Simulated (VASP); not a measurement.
# Y (Im-3m) in VASP: a series of runs

The runs below take Y through single point, with RPBE.

Program: VASP 6.6.1. These are calculated values, not measurements. Logs are shortened: lines on timing, memory, paths and dates and some standing lists are left out, and cuts for length are marked.

**1. The crystal as given**

The structure is cubic, space group Im-3m (No. 229). Conventional cell: a = 4.100 Å, b = 4.100 Å, c = 4.100 Å, α = 90.00°, β = 90.00°, γ = 90.00°. Y (site symmetry m-3m) has 8 Y at 3.55 Å as nearest neighbours.

This isn't the form of Y at room conditions, which is hcp.

**2. Single point, RPBE**

Input file INCAR:

```
SYSTEM = Y
  ALGO = Normal
  EDIFF = 1E-7
  ENCUT = 520
  GGA = RP
  ISIF = 2
  ISMEAR = -1
  LASPH = .True.
  LCHARG = .True.
  LELF = .True.
  LREAL = .False.
  LVHAR = .True.
  LWAVE = .False.
  NBANDS = 12
  NELM = 80
  PREC = Accurate
  SIGMA = 0.1
```

Input file KPOINTS:

```
k-points
0
Gamma
  18 18 18
  0 0 0
```

Input file POSCAR:

```
Y
1.0
   -2.0498736095      2.0498736095      2.0498736095
    2.0498736095     -2.0498736095      2.0498736095
    2.0498736095      2.0498736095     -2.0498736095
Y
1
Direct
    0.0000000000      0.0000000000      0.0000000000
```

Potentials or basis: VASP PAW PBE potentials, release 64 (Y_sv).

Started as:

```
$ cat potpaw_PBE.64/Y_sv/POTCAR > POTCAR
$ mpirun -np 1 vasp_std > vasp.out
```

OUTCAR:

```text
SYSTEM = Y
   EDIFF = 1E-7
   ENCUT = 520
   GGA = RP
   ISIF = 2
   ISMEAR = -1
   LASPH = .True.
   LREAL = .False.
   NELM = 80
   PREC = Accurate

 ion  position               nearest neighbor table
   1  0.000  0.000  0.000-

  LATTYP: Found a body centered cubic cell.
 ALAT       =     4.0997472190

  Lattice vectors:

 A1 = (  -2.0498736095,   2.0498736095,   2.0498736095)
 A2 = (   2.0498736095,  -2.0498736095,   2.0498736095)
 A3 = (   2.0498736095,   2.0498736095,  -2.0498736095)

Analysis of symmetry for initial positions (statically):
=====================================================================
 Subroutine PRICEL returns:
 Original cell was already a primitive cell.

 Routine SETGRP: Setting up the symmetry group for a
 body centered cubic supercell.

 Subroutine GETGRP returns: Found 48 space group operations
 (whereof 48 operations were pure point group operations)
 out of a pool of 48 trial point group operations.

The static configuration has the point symmetry O_h .

Analysis of symmetry for dynamics (positions and initial velocities):
=====================================================================
 Subroutine PRICEL returns:
 Original cell was already a primitive cell.

 Routine SETGRP: Setting up the symmetry group for a
 body centered cubic supercell.

 Subroutine GETGRP returns: Found 48 space group operations
 (whereof 48 operations were pure point group operations)
 out of a pool of 48 trial point group operations.

The dynamic configuration has the point symmetry O_h .

 Subroutine INISYM returns: Found 48 space group operations
 (whereof 48 operations are pure point group operations),
 and found     1 'primitive' translations

----------------------------------------------------------------------------------------

                                     Primitive cell

  volume of cell :      34.4541

  direct lattice vectors                    reciprocal lattice vectors
    -2.049873610  2.049873610  2.049873610     0.000000000  0.243917477  0.243917477
     2.049873610 -2.049873610  2.049873610     0.243917477  0.000000000  0.243917477
     2.049873610  2.049873610 -2.049873610     0.243917477  0.243917477  0.000000000

  length of vectors
     3.550485241  3.550485241  3.550485241     0.344951405  0.344951405  0.344951405

  position of ions in fractional coordinates (direct lattice)
     0.000000000  0.000000000  0.000000000

  ion indices of the primitive-cell ions
   primitive index   ion index
                 1           1

----------------------------------------------------------------------------------------

 KPOINTS: k-points

Automatic generation of k-mesh.
 Grid dimensions read from file:
 generate k-points for:   18   18   18

 Generating k-lattice:

  Cartesian coordinates                     Fractional coordinates (reciprocal lattice)
     0.000000000  0.013550971  0.013550971     0.055555556  0.000000000  0.000000000
     0.013550971  0.000000000  0.013550971     0.000000000  0.055555556  0.000000000
     0.013550971  0.013550971  0.000000000     0.000000000  0.000000000  0.055555556

  Length of vectors
     0.019163967  0.019163967  0.019163967

  Shift w.r.t. Gamma in fractional coordinates (k-lattice)
     0.000000000  0.000000000  0.000000000

 Subroutine IBZKPT returns following result:
 ===========================================

 Found    195 irreducible k-points:

 Following reciprocal coordinates:
            Coordinates               Weight
  0.000000  0.000000  0.000000      1.000000
  0.055556  0.000000  0.000000     12.000000
  0.111111  0.000000  0.000000     12.000000
  0.166667  0.000000  0.000000     12.000000
  0.222222  0.000000  0.000000     12.000000
  0.277778  0.000000  0.000000     12.000000
[... 16 lines left out ...]
  0.333333  0.111111  0.000000     48.000000
  0.388889  0.111111  0.000000     48.000000
 [... further k-points ...]
   k-points           NKPTS =    195   k-points in BZ     NKDIM =    195   number of bands    NBANDS=     12
   number of dos      NEDOS =    301   number of ions     NIONS =      1
   total plane-waves  NPLWV =  21952
   dimension x,y,z NGX =    28 NGY =   28 NGZ =   28
   dimension x,y,z NGXF=    56 NGYF=   56 NGZF=   56
   ions per type =               1
   NGX,Y,Z   is equivalent  to a cutoff of  13.11, 13.11, 13.11 a.u.
   NGXF,Y,Z  is equivalent  to a cutoff of  26.22, 26.22, 26.22 a.u.
 SYSTEM =  Y
   PREC   = accura    normal or accurate (medium, high low for compatibility)
   ISTART =      0    job   : 0-new  1-cont  2-samecut
   ICHARG =      2    charge: 1-file 2-atom 10-const
   ISPIN  =      1    spin polarized calculation?
   LNONCOLLINEAR =      F non collinear calculations
   LSORBIT =      F    spin-orbit coupling
   LASPH  =      T    aspherical Exc in radial PAW
   ENCUT  =  520.0 eV  38.22 Ry    6.18 a.u.   6.60  6.60  6.60*2*pi/ulx,y,z
   NELM   =     80;   NELMIN=  2; NELMDL= -5     # of ELM steps
   EDIFF  = 0.1E-06   stopping-criterion for ELM
   LREAL  =      F    real-space projection
   EDIFFG = 0.1E-05   stopping-criterion for IOM
   NSW    =      0    number of steps for IOM
   IBRION =     -1    ionic relax: 0-MD 1-quasi-New 2-CG
   NFREE  =      0    steps in history (QN), initial steepest desc. (CG)
   ISIF   =      2    stress and relaxation
   ISYM   =      2    0-nonsym 1-usesym 2-fastsym
   POTIM  = 0.5000    time-step for ionic-motion
   TEBEG  =    0.0;   TEEND  =   0.0 temperature during run
   PSTRESS=    0.0 pullay stress
   NELECT =      11.0000    total number of electrons
   NUPDOWN=      -1.0000    fix difference up-down
   EMIN   =  10.00;   EMAX   =-10.00  energy-range for DOS
   EFERMI =   0.00;   METHOD = LEGACY
   ISMEAR =    -1;   SIGMA  =   0.10  broadening in eV -4-tet -1-fermi 0-gaus
   EFERMI_NEDOS =   21; number of points for ismear=-14 and -15
   IALGO  =     38    algorithm
   IMIX   =      4    mixing-type and parameters
     AMIX     =   0.40;   BMIX     =  1.00
     AMIX_MAG =   1.60;   BMIX_MAG =  1.00
  volume/ion in A,a.u.               =      34.45       232.51
  Fermi-wavevector in a.u.,A,eV,Ry     =   1.118902  2.114418 17.033695  1.251941
  Thomas-Fermi vector in A             =   2.255537
   LORBIT       =      0    0 simple, 1 ext, 2 COOP (PROOUT), +10 PAW based schemes
   GGA     = RP    functional components
   LHFCALC =     F    Hartree Fock is set to
   AEXX    =    0.0000 exact exchange contribution
   IVDW    =     0    specifies the selected vdW correction
   LEPSILON=     F    determine dielectric tensor
   LRPA    =     F    only Hartree local field effects (RPA)
 non-spin polarized calculation
  energy-cutoff  :      520.00
  volume of cell :       34.45
 maximum number of plane-waves:       959
   NGX = 13   NGY = 13   NGZ = 13

 number of electron      10.9999999 magnetization

 Free energy of the ion-electron system (eV)
  ---------------------------------------------------
  ext. energy  EPLUGINS =         0.00000000
  ---------------------------------------------------
  free energy    TOTEN  =        -6.03433849 eV

  energy without entropy =       -5.95239580  energy(sigma->0) =       -5.99336715

 E-fermi :   2.9991     XC(G=0):  -9.1551

 val. band max:        2.9985172744   @ k =  -0.3889   0.3889   0.1667
 cond. band min:       3.0011930827   @ k =   0.2778   0.2222   0.1111
 fundamental gap:      0.0026758083
 Fermi energy:         2.9990533769

 k-point     1 :       0.0000    0.0000    0.0000
  band No.  band energies     occupation
      1     -40.0228      2.00000
      2     -19.7503      2.00000
      3     -19.7503      2.00000
      4     -19.7503      2.00000
      5      -1.7173      2.00000
      6       4.6436      0.00000
      7       4.6436      0.00000
      8       4.6436      0.00000
      9       6.4369      0.00000
     10       6.4369      0.00000
     11      13.0605      0.00000
     12      13.0605      0.00000

 k-point     2 :       0.0556    0.0000    0.0000
  band No.  band energies     occupation
      1     -40.0212      2.00000
      2     -19.7649      2.00000
      3     -19.7549      2.00000
      4     -19.7503      2.00000
      5      -1.6408      2.00000
      6       4.5870      0.00000
      7       4.6190      0.00000
      8       4.7164      0.00000
      9       6.3482      0.00000
     10       6.4356      0.00000
     11      13.1308      0.00000
     12      13.2067      0.00000

 k-point     3 :       0.1111    0.0000    0.0000
  band No.  band energies     occupation
      1     -40.0165      2.00000
      2     -19.8067      2.00000
      3     -19.7681      2.00000
      4     -19.7505      2.00000
      5      -1.4165      2.00000
      6       4.4313      0.00000
      7       4.5190      0.00000
      8       4.9329      0.00000
      9       6.1666      0.00000
     10       6.4366      0.00000
     11      13.2969      0.00000
     12      13.6292      0.00000

 k-point     4 :       0.1667    0.0000    0.0000
  band No.  band energies     occupation
      1     -40.0094      2.00000
      2     -19.8699      2.00000
      3     -19.7883      2.00000
      4     -19.7507      2.00000
      5      -1.0603      2.00000
      6       4.2111      0.00001
      7       4.2997      0.00000
      8       5.2871      0.00000
      9       6.0515      0.00000
     10       6.4525      0.00000
     11      13.3941      0.00000
     12      14.1067      0.00000

 k-point     5 :       0.2222    0.0000    0.0000
  band No.  band energies     occupation
      1     -40.0006      2.00000
      2     -19.9462      2.00000
      3     -19.8128      2.00000
      4     -19.7510      2.00000
      5      -0.6011      2.00000
      6       3.9655      0.00013
      7       3.9877      0.00010
      8       5.7680      0.00000
      9       6.0692      0.00000
     10       6.4965      0.00000
     11      13.1673      0.00000
     12      13.8381      0.00000
[... 228 lines left out ...]
      1     -39.9884      2.00000
      2     -20.0370      2.00000
      3     -19.8425      2.00000
      4     -19.7698      2.00000
      5       0.1075      2.00000
      6       3.5357      0.00930
      7       3.7003      0.00180
      8       5.9562      0.00000
      9       6.6031      0.00000
     10       6.7857      0.00000
     11      12.4876      0.00000
     12      13.2960      0.00000

 k-point    22 :       0.2778    0.1111    0.0000
  band No.  band energies     occupation
      1     -39.9801      2.00000
      2     -20.0993      2.00000
      3     -19.8716      2.00000
      4     -19.7709      2.00000
      5       0.6133      2.00000
      6       3.3197      0.07784
      7       3.5198      0.01089
      8       6.1002      0.00000
      9       6.8564      0.00000
     10       7.2603      0.00000
     11      11.6829      0.00000
     12      12.5273      0.00000

 k-point    23 :       0.3333    0.1111    0.0000
  band No.  band energies     occupation
      1     -39.9734      2.00000
      2     -20.1492      2.00000
      3     -19.8956      2.00000
      4     -19.7716      2.00000
      5       1.0200      2.00000
      6       3.2380      0.16801
      7       3.3949      0.03749
      8       6.2273      0.00000
      9       6.9168      0.00000
     10       7.9246      0.00000
     11      10.9488      0.00000
     12      11.8769      0.00000

 k-point    24 :       0.3889    0.1111    0.0000
  band No.  band energies     occupation
      1     -39.9689      2.00000
      2     -20.1814      2.00000
      3     -19.9114      2.00000
      4     -19.7721      2.00000
      5       1.2538      2.00000
      6       3.2336      0.17478
      7       3.3757      0.04521
      8       6.2677      0.00000
      9       6.9920      0.00000
     10       8.4816      0.00000
     11      10.3906      0.00000
     12      11.4743      0.00000

 [... further k-points ...]

------------------------ aborting loop because EDIFF is reached ----------------------------------------

  FORCE on cell =-STRESS in cart. coord.  units (eV):
  Direction    XX          YY          ZZ          XY          YZ          ZX
  --------------------------------------------------------------------------------------
  -------------------------------------------------------------------------------------
  Total       -0.0164519     -0.0164519     -0.0164519      0.0000000      0.0000000     -0.0000000
  in kB       -0.7650410     -0.7650410     -0.7650410      0.0000000      0.0000000     -0.0000000
  external PRESSURE =      -0.7650410 kB  Pullay stress =       0.0000000 kB

 VOLUME and BASIS-vectors are now :
 -----------------------------------------------------------------------------
  energy-cutoff  :      520.00
  volume of cell :       34.45
      direct lattice vectors                 reciprocal lattice vectors
    -2.049873610  2.049873610  2.049873610     0.000000000  0.243917477  0.243917477
     2.049873610 -2.049873610  2.049873610     0.243917477  0.000000000  0.243917477
     2.049873610  2.049873610 -2.049873610     0.243917477  0.243917477  0.000000000

 POSITION                                       TOTAL-FORCE (eV/Angst)
 -----------------------------------------------------------------------------------
      0.00000      0.00000      0.00000        -0.000000     -0.000000      0.000000
 -----------------------------------------------------------------------------------
    total drift:                                0.000000      0.000000      0.000000

  FREE ENERGIE OF THE ION-ELECTRON SYSTEM (eV)
  ---------------------------------------------------
  free  energy   TOTEN  =        -6.0343384932 eV

  energy  without entropy=       -5.9523958036  energy(sigma->0) =       -5.99336715
```

It took 2.5 min on 1 thread of AMD EPYC, shared host; peak memory 0.2 GiB.

Results:

```yaml
Free_energy: -6.0343 eV
Pressure: -0.1 GPa
Band_gap_on_the_k_mesh: none (metal or under the smearing width)
```

Levels at points of the mesh, in eV from the Fermi level:
```tsv
k point	band 2	band 3	band 4	band 5	band 6	band 7	band 8	band 9
(0.00, 0.00, 0.00)	-22.75	-22.75	-22.75	-4.72	1.64	1.64	1.64	3.44
(0.50, 0.00, 0.00)	-23.21	-22.90	-22.75	-1.90	0.24	0.59	3.37	3.97
(0.50, 0.50, 0.50)	-23.07	-23.07	-23.07	-1.34	-1.34	5.02	5.02	5.02
```

Caveat: the PAW data sets were made with another functional, which shifts forces and pressure a little.

**3. Single point, RPBE**

This run uses another cell than the first one, of 38.59 Å³/atom, 1.120 times its volume.

Input file INCAR:

```
ALGO = Fast ; EDIFF = 1E-6
ENCUT = 520 ; GGA = RP
ISIF = 2 ; ISMEAR = -1
LASPH = True ; LCHARG = False
LREAL = False ; LWAVE = False
NBANDS = 12 ; NELM = 60
PREC = Accurate ; SIGMA = 0.1
```

Input file KPOINTS:

```
k-points
0
Gamma
  12 12 12
```

Input file POSCAR:

```
Y
1.0
   -2.1287913254      2.1287913254      2.1287913254
    2.1287913254     -2.1287913254      2.1287913254
    2.1287913254      2.1287913254     -2.1287913254
Y
1
Direct
    0.0000000000      0.0000000000      0.0000000000
```

Potentials or basis: VASP PAW PBE potentials, release 64 (Y_sv).

Started as:

```
$ cat potpaw_PBE.64/Y_sv/POTCAR > POTCAR
$ mpirun -np 1 vasp_std > vasp.out
```

It took 80 s on 1 thread of AMD EPYC, shared host; peak memory 0.15 GiB.

Results (log left out):

* Free energy: -5.9850 eV
* Pressure: -3.5 GPa
* Band gap on the k mesh: none (metal or under the smearing width)

Levels at points of the mesh, in eV from the Fermi level:
```csv
k point,band 1,band 2,band 3,band 4,band 5,band 6,band 7,band 8,band 9,band 10
"(0.00, 0.00, 0.00)",-43.33,-23.11,-23.11,-23.11,-4.50,1.51,1.51,1.51,3.10,3.10
"(0.50, 0.00, 0.00)",-43.30,-23.42,-23.21,-23.11,-1.73,0.29,0.35,2.99,3.53,4.85
"(0.50, 0.50, 0.50)",-43.27,-23.33,-23.33,-23.33,-1.08,-1.08,4.43,4.43,4.43,4.59
```

Caveat: the PAW data sets were made with another functional, which shifts forces and pressure a little.

**4. Single point, RPBE**

Input file INCAR:

```
SYSTEM = Y
  PREC = Accurate
  ENCUT = 520
  EDIFF = 1E-6
  ISMEAR = -1
  SIGMA = 0.1
  LREAL = .FALSE.
  LASPH = .TRUE.
  NELM = 100
  ALGO = Normal
  ISIF = 2
  LWAVE = .FALSE.
  LCHARG = .FALSE.
  GGA = RP
  NBANDS = 12
```

Input file KPOINTS:

```
regular mesh
0
G
  12 12 12
  0 0 0
```

Input file POSCAR:

```
Y
1.0
   -2.0498736095      2.0498736095      2.0498736095
    2.0498736095     -2.0498736095      2.0498736095
    2.0498736095      2.0498736095     -2.0498736095
Y
1
Direct
    0.0000000000      0.0000000000      0.0000000000
```

Potentials or basis: VASP PAW PBE potentials, release 64 (Y_sv).

Started as:

```
$ cat potpaw_PBE.64/Y_sv/POTCAR > POTCAR
$ mpirun -np 1 vasp_std > vasp.out
```

OUTCAR:

```text
SYSTEM = Y
   PREC = Accurate
   ENCUT = 520
   EDIFF = 1E-6
   ISMEAR = -1
   LREAL = .FALSE.
   LASPH = .TRUE.
   NELM = 100
   ISIF = 2
   GGA = RP

 ion  position               nearest neighbor table
   1  0.000  0.000  0.000-

  LATTYP: Found a body centered cubic cell.
 ALAT       =     4.0997472190

  Lattice vectors:

 A1 = (  -2.0498736095,   2.0498736095,   2.0498736095)
 A2 = (   2.0498736095,  -2.0498736095,   2.0498736095)
[... 537 lines left out ...]
     10       8.9315      0.00000
     11       9.8604      0.00000
     12      11.2780      0.00000

 [... further k-points ...]

------------------------ aborting loop because EDIFF is reached ----------------------------------------

  FORCE on cell =-STRESS in cart. coord.  units (eV):
  Direction    XX          YY          ZZ          XY          YZ          ZX
  --------------------------------------------------------------------------------------
  -------------------------------------------------------------------------------------
  Total       -0.0296785     -0.0296785     -0.0296785     -0.0000000      0.0000000     -0.0000000
  in kB       -1.3801031     -1.3801031     -1.3801031     -0.0000000      0.0000000     -0.0000000
  external PRESSURE =      -1.3801031 kB  Pullay stress =       0.0000000 kB

 VOLUME and BASIS-vectors are now :
 -----------------------------------------------------------------------------
  energy-cutoff  :      520.00
  volume of cell :       34.45
      direct lattice vectors                 reciprocal lattice vectors
    -2.049873610  2.049873610  2.049873610     0.000000000  0.243917477  0.243917477
     2.049873610 -2.049873610  2.049873610     0.243917477  0.000000000  0.243917477
     2.049873610  2.049873610 -2.049873610     0.243917477  0.243917477  0.000000000

 POSITION                                       TOTAL-FORCE (eV/Angst)
 -----------------------------------------------------------------------------------
      0.00000      0.00000      0.00000         0.000000      0.000000      0.000000
 -----------------------------------------------------------------------------------
    total drift:                               -0.000000      0.000000      0.000000

  FREE ENERGIE OF THE ION-ELECTRON SYSTEM (eV)
  ---------------------------------------------------
  free  energy   TOTEN  =        -6.0344664543 eV

  energy  without entropy=       -5.9529195396  energy(sigma->0) =       -5.99369300
```

Run time: 49 s. Hardware: 1 thread of AMD EPYC, shared host; peak memory 0.16 GiB.

What came out:

```yaml
Free_energy: -6.0345 eV
Pressure: -0.1 GPa
Band_gap_on_the_k_mesh: none (metal or under the smearing width)
```

Caveat: the PAW data sets were made with another functional, which shifts forces and pressure a little.

**5. Overview**

| cell | k mesh | gap on the mesh (eV) | pressure (GPa) |
| --- | --- | --- | --- |
| Im-3m, 34.45 Å³/atom | 18 × 18 × 18 | none | -0.1 |
| Im-3m, 38.59 Å³/atom | 12 × 12 × 12 | none | -3.5 |
| Im-3m, 34.45 Å³/atom | 12 × 12 × 12 | none | -0.1 |

Alike in all rows: task single point; level RPBE; potentials or basis VASP PAW PBE potentials, release 64 (Y_sv); no spin polarisation; cutoff (eV) 520; smearing fermi-dirac 0.1 eV.

Every run on the cell as given and a fine mesh finds a metal.

Caveats: the PAW data sets were made with another functional, which shifts forces and pressure a little.

Total energies depend on the potentials used, so only differences within one code and one set of settings carry meaning.
